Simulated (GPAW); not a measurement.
The system is MgS (Niningerite).

```
CELL_PARAMETERS angstrom
0.00000 2.60165 2.60165
2.60165 0.00000 2.60165
2.60165 2.60165 0.00000
ATOMIC_POSITIONS crystal
S 0.50000 0.50000 0.50000
Mg 0.00000 0.00000 0.00000
```

Base run:

```yaml
Program: GPAW 26.7.0
Functional: LDA
Potentials_or_basis: the program's PAW data sets (release 1.2.1) made for this functional
Cutoff: 600 eV
Basis: pw
k_mesh: 7 × 7 × 7
Occupations: fermi-dirac, width 0.05 eV
Spin: no spin polarisation
```

Its results: band gap on the k mesh 2.78 eV, indirect (least direct gap 3.48 eV); pressure -3.3 GPa.

After a change of settings the same cell gave: band gap on the k mesh 3.70 eV, indirect (least direct gap 4.65 eV); pressure 0.1 GPa. Which change was it?
A. functional from LDA to PBE; potentials or basis from the program's PAW data sets (release 1.2.1) made for this functional to GPAW PAW data sets (gpaw-data 1.2.1); cutoff from 600 eV to 650 eV
B. functional from LDA to PBE; potentials or basis from the program's PAW data sets (release 1.2.1) made for this functional to GPAW PAW data sets (gpaw-data 1.2.1)
C. functional from LDA to r2SCAN; potentials or basis from the program's PAW data sets (release 1.2.1) made for this functional to GPAW PAW data sets (gpaw-data 1.2.1), newer versions; cutoff from 600 eV to 650 eV
D. functional from LDA to PBEsol; potentials or basis from the program's PAW data sets (release 1.2.1) made for this functional to PAW data sets generated in the run's folder for this functional

C.

Caveats: the cutoff is short for stress and forces, so pressures can be off by a GPa or more; an odd mesh through Γ misses points on the zone boundary, where band edges often lie; the PAW data sets were made with another functional, which shifts forces and pressure a little (some runs).
